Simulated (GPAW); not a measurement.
Runs of GPAW 26.7.0 on BaTiO3. The structure is tetragonal, space group P4mm (No. 99). The conventional cell has a = 4.000 Å, b = 4.000 Å, c = 4.018 Å, α = 90.00°, β = 90.00°, γ = 90.00°. Ba (site symmetry 4mm) has 12 O at 2.79 to 2.88 Å as nearest neighbours. Ti (site symmetry 4mm) is surrounded by 6 O at 1.89 to 2.13 Å. O (site symmetry 2mm) is surrounded by 2 Ti at 2.00 Å. Around O (site symmetry 4mm) lie 2 Ti at 1.89 to 2.13 Å. 

| task | level | potentials or basis | spin | cell | k mesh | cutoff (eV) | hybrids on these orbitals | symmetry | oneshot functional | older calculator (legacy_gpaw) | band path | gap on the mesh (eV) | pressure (GPa) | largest force (eV/Å) |
| --- | --- | --- | --- | --- | --- | --- | --- | --- | --- | --- | --- | --- | --- | --- |
| one-shot levels of the hybrid HSE06 | LDA | the program's PAW data sets (release 1.2.1) made for this functional, pw | off | as given | 3 × 3 × 3 | 600 | ["HSE06", "HSE03", "PBE0"] | point_group=False | HSE06 | - | - | 1.96 | (a) | (c) |
| band structure | r4SCAN | GPAW PAW data sets (gpaw-data 1.2.1), pw | SOC, no magnetisation | as given | 4 × 4 × 4 | 800 | - | - | - | - | GXMGZRAZ,XR,MA | 2.20 | 0.0 | - |
| band structure | PW91 | PAW data sets generated in the run's folder for this functional, pw | SOC, no magnetisation | as given | 4 × 4 × 4 | 800 | - | - | - | - | GXMGZRAZ,XR,MA | (b) | 3.2 | 0.30 |
| relaxation of cell and atoms | PBEsol+D3 | PAW data sets generated in the run's folder for this functional, pw | off | relaxed | 4 × 4 × 4 | 800 | - | - | - | - | - | 1.81 | -0.1 | 0.05 |

Alike in all rows: smearing fermi-dirac 0.05 eV; the mesh is coarse, so values aren't converged.

**Question.** Fill in the values left out.

**Answer.** (a) -11.5; (b) 1.80; (c) 0.57.

Caveats: some runs use coarse meshes; spin-orbit coupling is left out, which moves the levels of the heavy elements (some runs); spin-orbit coupling was added after a scalar SCF, so levels and gaps hold it while energy, forces, pressure and moments don't (some runs); this program's spin-orbit splittings come out too wide for heavy elements (some runs); the cutoff is short for stress and forces, so pressures can be off by a GPa or more (some runs); energy and the plain gap are those of the semilocal run (some runs); the hybrids' values are one shot on its orbitals and mesh (some runs); an odd mesh through Γ misses points on the zone boundary, where band edges often lie (some runs).

A k mesh can miss the band edges, and rows without SOC leave out spin-orbit coupling on Ba.
